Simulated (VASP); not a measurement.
Ni, 1 atom in the cell. The structure is cubic, space group Im-3m (No. 229). Conventional cell: a = 2.794 Å, b = 2.794 Å, c = 2.794 Å, α = 90.00°, β = 90.00°, γ = 90.00°. Ni (site symmetry m-3m) is surrounded by 8 Ni at 2.42 Å. This isn't the form of Ni at room conditions, which is fcc.

```yaml
Program: VASP 6.6.1
Task: relaxation of cell and atoms
Functional: r2SCAN
Potentials_or_basis: VASP PAW PBE potentials, release 64 (Ni)
Cutoff: 600 eV
k_mesh: 20 × 20 × 20
Occupations: gaussian, width 0.1 eV
Spin: collinear spin, ferromagnetic start
Starting_moments: "[1.0] μB"
Further_INCAR_settings: ALGO = Normal; EDIFF = 1e-07; IBRION = 2; EDIFFG = -0.005; NSW = 90; ISIF = 3
```

Potentials or basis: VASP PAW PBE potentials, release 64 (Ni).

Command:

```bash
$ cat potpaw_PBE.64/Ni/POTCAR > POTCAR
$ mpirun -np 1 vasp_std > vasp.out
```

Hardware: 1 thread of Intel(R) Xeon(R) Platinum 8488C (Sapphire Rapids), with other jobs on the host.

Question: Estimate the wall time of this run.

Answer: Run time: 7.5 min on 1 thread of Intel(R) Xeon(R) Platinum 8488C (Sapphire Rapids), with other jobs on the host, peak memory 0.19 GiB. Counts: scf iterations 40, k points 256, ion steps 3.
